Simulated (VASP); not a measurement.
Here is the system:

```
CELL_PARAMETERS angstrom
      0.00000     2.99568     2.99568
      2.99568     0.00000     2.99568
      2.99568     2.99568     0.00000
ATOMIC_POSITIONS crystal
  Zn 0.00000 0.00000 0.00000
  Te 0.25000 0.25000 0.25000
```

These are r2SCAN meta-GGA, VASP's PBE PAW potentials (set 64) (plane waves; VASP) values and carry that method's errors. Numerical set-up: 520 eV cut-off, 8×8×8 Γ-centred mesh, Gaussian smearing of 0.050 eV, potentials Zn Te.

Unless said otherwise, spin-orbit coupling is left out, though it shifts the bands of the heavy elements here.

Q: Estimate the energy per atom (σ→0), pressure, band gap (on the k-mesh) with the smallest direct gap where there is one.

A: 
band gap (on the k-mesh): 2.11 eV
smallest direct gap (on the k-mesh): 2.11 eV
energy per atom (σ→0): -17.711 eV/atom
pressure: 3.53 GPa

Total energies compare only between runs with the same potentials, cut-off and functional.

The compound is ZnTe in the zinc blende structure. This cell is one point of a volume scan, at 0.94 of the reference volume.
